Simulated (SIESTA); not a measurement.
Runs of SIESTA 5.4.2 on In. The cell holds a slab with vacuum, 6 atoms: a = 3.364 Å, b = 3.364 Å, c = 28.500 Å, α = 90.00°, β = 90.00°, γ = 120.00°. The slab is cut from a database's or a generator's crystal, which needn't be the stable form of the element.

```tsv
level	potentials or basis	gap on the mesh (eV)	largest force (eV/Å)	work function (eV)
PBE	PseudoDojo 0.4 standard (PBE files), DZP (energy shift 0.003 Ry; two zetas on semicore shells)	none	0.26	3.93
BLYP	PseudoDojo 0.4 standard (PBE files), DZP (energy shift 0.003 Ry; two zetas on semicore shells)	none	(c)	(a)
PBEsol	PseudoDojo 0.4 standard (PBEsol files), DZP (energy shift 0.003 Ry; two zetas on semicore shells)	none	0.11	4.03
revPBE	PseudoDojo 0.4 standard (PBE files), DZP (energy shift 0.003 Ry; two zetas on semicore shells)	none	0.33	(b)
RPBE	PseudoDojo 0.4 standard (PBE files), DZP (energy shift 0.003 Ry; two zetas on semicore shells)	none	0.36	3.80
WC	PseudoDojo 0.4 standard (PBEsol files), DZP (energy shift 0.003 Ry; two zetas on semicore shells)	none	0.11	4.03
PW91	PseudoDojo 0.4 standard (PBE files), DZP (energy shift 0.003 Ry; two zetas on semicore shells)	none	0.26	3.97
AM05	PseudoDojo 0.4 standard (PBEsol files), DZP (energy shift 0.003 Ry; two zetas on semicore shells)	none	0.12	3.93
```

Alike in all rows: task single point; no spin polarisation; cell as given; k mesh 9 × 9 × 1; smearing fermi-dirac 0.05 eV; grid cutoff 500 Ry; energy shift 0.003 Ry.

**Question.** Fill in the values left out.

**Answer.** (a) 3.60; (b) 3.82; (c) 0.49.

Caveats: the basis of atomic orbitals isn't converged, which shifts pressures, moduli and gaps; the potentials were made for another functional, which shifts forces and pressure (some runs).

A k mesh can miss the band edges, and the runs leave out spin-orbit coupling on In.

A gap of «none» marks a metal or a gap under the smearing width.
